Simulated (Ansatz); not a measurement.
# Symmetry broken, then relaxed in BN

Computed with Ansatz 0.2.0, DFT PBE, scalar-relativistic, plane waves, PAW. Cutoff 420 eV, Γ-centred 10×10×10 k-points, Gaussian smearing of 0.05 eV. No spin polarisation. Energies are free energies at this smearing, counted from the undisturbed cell; pressure is positive in compression.

Reference structure (relaxed at this level; this wurtzite form isn't the usual structure):

```
CELL_PARAMETERS angstrom
-2.55458 0.00000 0.00000
0.00000 4.42466 0.00000
1.27729 -2.21233 -4.22451
ATOMIC_POSITIONS crystal
B 0.00010 0.66676 0.00019
B 0.50010 0.16676 0.00019
B 0.75010 0.08343 0.50019
B 0.25010 0.58343 0.50019
N 0.18740 0.85407 0.37481
N 0.68740 0.35407 0.37481
N 0.93740 0.27074 0.87481
N 0.43740 0.77074 0.87481
```

The atoms are displaced (Å, in the unstrained cell):

```tsv
atom	ux	uy	uz
B1	-0.336	-0.139	-0.090
B2	0.044	0.046	-0.034
B3	-0.161	-0.039	0.066
B4	0.151	-0.074	-0.066
N5	0.064	0.231	-0.160
N6	0.134	-0.052	-0.044
N7	0.012	-0.071	0.244
N8	0.091	0.098	0.085
```

Cell and atoms are then relaxed.

Does the relaxation return to the undisturbed structure?

Yes (up to a choice of domain or origin): same space group and volume, and an energy 0.0 meV/atom from it. The disturbance itself cost 935.3 meV/atom. The final space group reads P6_3mc (tolerance 0.05 Å) and the volume changes by 0.00 %.

Final structure:

```
B N
1.0
    -2.55453    0.00000    0.00000
     0.00000    4.42455    0.00000
     1.27726   -2.21227   -4.22456
B N
4 4
Direct
  0.00009 0.66676 0.00019
  0.50009 0.16676 0.00019
  0.75009 0.08343 0.50019
  0.25009 0.58343 0.50019
  0.18740 0.85407 0.37481
  0.68741 0.35407 0.37481
  0.93741 0.27074 0.87481
  0.43741 0.77074 0.87481
```

The relaxation, step by step (energy from the first step; small jumps at an unchanged geometry come where the plane waves are selected anew for the new cell):

```
step  ΔE (meV/atom) largest force component (eV/Å) pressure (GPa)
   1            0.0                          15.884           34.85
   2         -676.1                           5.697            0.49
   3         -932.0                           0.111            8.79
   4         -935.2                           0.025           -0.46
   5         -935.3                           0.002           -0.01
   6         -935.3                           0.002            0.08
   7         -935.3                           0.000            0.00
   8         -935.3                           0.000            0.00
```

Frames along the relaxation (Å, eV/Å):

```xyz
8
Lattice="-2.555 0.000 0.000 0.000 4.425 0.000 1.277 -2.212 -4.225" Properties=species:S:1:pos:R:3:forces:R:3 pbc="T T T" step=1
B    -0.336    2.810   -0.091    3.181    2.249    1.982
B    -1.234    0.784   -0.035    0.045   -1.909    3.112
B    -1.438   -0.777   -2.048   15.796    7.428   -3.603
B     0.151    1.401   -2.179   -0.917    1.194    0.621
N     0.064    3.181   -1.744  -15.884  -13.422   11.357
N    -1.143    0.686   -1.628   -1.430    4.231    2.837
N    -1.265   -0.809   -3.451   -0.848    2.879  -12.196
N     0.091    1.573   -3.610    0.056   -2.649   -4.110
8
Lattice="-2.628 -0.001 -0.025 0.002 4.470 0.050 1.271 -2.282 -4.220" Properties=species:S:1:pos:R:3:forces:R:3 pbc="T T T" step=2
B    -0.180    2.929    0.008    3.196    0.233   -0.427
B    -1.276    0.753   -0.005   -0.242   -0.212    0.791
B    -1.448   -0.803   -2.096    5.560    3.101   -1.440
B     0.055    1.393   -2.155   -0.476    1.607    1.854
N     0.019    3.091   -1.620   -5.362   -5.697    5.020
N    -1.277    0.733   -1.589   -0.489    0.635    0.674
N    -1.350   -0.816   -3.600   -0.519    1.349   -4.590
N     0.057    1.492   -3.621   -1.668   -1.017   -1.882
8
Lattice="-2.534 0.000 0.008 -0.001 4.392 -0.013 1.281 -2.184 -4.193" Properties=species:S:1:pos:R:3:forces:R:3 pbc="T T T" step=3
B     0.002    2.927   -0.011   -0.079    0.037    0.024
B    -1.269    0.732    0.002   -0.007   -0.017   -0.062
B    -1.263   -0.724   -2.092    0.096   -0.072   -0.057
B     0.007    1.469   -2.101   -0.015   -0.007   -0.111
N     0.008    2.932   -1.580   -0.104    0.042   -0.038
N    -1.263    0.736   -1.571    0.020    0.042    0.064
N    -1.257   -0.720   -3.666    0.032   -0.007    0.099
N     0.011    1.475   -3.676    0.057   -0.017    0.080
8
Lattice="-2.554 0.000 0.000 0.000 4.424 0.001 1.277 -2.213 -4.229" Properties=species:S:1:pos:R:3:forces:R:3 pbc="T T T" step=4
B     0.000    2.950   -0.001   -0.012   -0.009    0.015
B    -1.277    0.738   -0.001    0.000   -0.002    0.023
B    -1.278   -0.738   -2.116    0.012    0.004    0.017
B     0.000    1.475   -2.115    0.003   -0.006    0.020
N     0.000    2.949   -1.584   -0.012   -0.001   -0.010
N    -1.277    0.737   -1.585   -0.005    0.004   -0.021
N    -1.278   -0.738   -3.699    0.001    0.003   -0.025
N    -0.001    1.474   -3.699    0.012    0.007   -0.018
8
Lattice="-2.554 0.000 0.000 0.000 4.424 0.000 1.277 -2.212 -4.224" Properties=species:S:1:pos:R:3:forces:R:3 pbc="T T T" step=5
B     0.000    2.950   -0.001    0.000    0.001   -0.002
B    -1.277    0.737   -0.001    0.000   -0.001   -0.002
B    -1.277   -0.737   -2.113    0.000    0.000   -0.001
B     0.000    1.475   -2.113    0.000    0.000   -0.002
N     0.000    2.950   -1.583    0.000    0.000    0.002
N    -1.277    0.737   -1.583    0.000    0.000    0.002
N    -1.277   -0.737   -3.695    0.000    0.000    0.001
N     0.000    1.475   -3.695    0.000    0.000    0.001
8
Lattice="-2.554 0.000 0.000 0.000 4.424 0.000 1.277 -2.212 -4.224" Properties=species:S:1:pos:R:3:forces:R:3 pbc="T T T" step=6
B     0.000    2.950   -0.001    0.000    0.001   -0.001
B    -1.277    0.737   -0.001    0.000   -0.001   -0.001
B    -1.277   -0.737   -2.113    0.000    0.000   -0.001
B     0.000    1.475   -2.113    0.000    0.000   -0.002
N     0.000    2.950   -1.583    0.000    0.000    0.002
N    -1.277    0.737   -1.583    0.000    0.000    0.002
N    -1.277   -0.737   -3.695    0.000    0.000    0.001
N     0.000    1.475   -3.695    0.000    0.000    0.001
8
Lattice="-2.555 0.000 0.000 0.000 4.425 0.000 1.277 -2.212 -4.225" Properties=species:S:1:pos:R:3:forces:R:3 pbc="T T T" step=7
B     0.000    2.950   -0.001    0.000    0.000    0.000
B    -1.277    0.737   -0.001    0.000    0.000    0.000
B    -1.277   -0.737   -2.113    0.000    0.000    0.000
B     0.000    1.475   -2.113    0.000    0.000    0.000
N     0.000    2.950   -1.583    0.000    0.000    0.000
N    -1.277    0.737   -1.583    0.000    0.000    0.000
N    -1.277   -0.737   -3.696    0.000    0.000    0.000
N     0.000    1.475   -3.696    0.000    0.000    0.000
8
Lattice="-2.555 0.000 0.000 0.000 4.425 0.000 1.277 -2.212 -4.225" Properties=species:S:1:pos:R:3:forces:R:3 pbc="T T T" step=8
B     0.000    2.950   -0.001    0.000    0.000    0.000
B    -1.277    0.737   -0.001    0.000    0.000    0.000
B    -1.277   -0.737   -2.113    0.000    0.000    0.000
B     0.000    1.475   -2.113    0.000    0.000    0.000
N     0.000    2.950   -1.583    0.000    0.000    0.000
N    -1.277    0.737   -1.583    0.000    0.000    0.000
N    -1.277   -0.737   -3.696    0.000    0.000    0.000
N     0.000    1.475   -3.696    0.000    0.000    0.000
```

Cost: 3 runs of about 17 core-minutes in all, on Arm Neoverse N1 (shared hosts).